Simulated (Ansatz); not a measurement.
Start from CoPt (space group P4/mmm, No. 123; a = 2.677 Å, c = 3.729 Å; ferromagnetic; relaxed with 0.1 eV smearing). Axes: x, y, z lie along a, b, c of the conventional cell.

Calculations: DFT with r2SCAN, PAW potentials and a 500 eV plane-wave cutoff in Ansatz (a first-principles code), no SOC.

For the base:

* **Largest site moment**: 2.20 μB

Modification: the cell is stretched by 4.75 % along y with no lateral relaxation, atoms relaxed at fixed cell.

Task: What happens to the stress?

Result: The stress (xx, yy, zz, yz, xz, xy; compression positive) comes out as (-3.6, -16.7, -6.7, 0.0, 0.0, 0.0) GPa.

Task: How does this affect the largest site moment?

Result: The largest site moment is nearly the same (2.20 μB against 2.25 μB).

The magnetic state is the one reached from the starting moments; the real material's order can differ, and small cells can't hold many antiferromagnetic ones. The cells carry an imposed strain or load. No phonon test of stability was made.
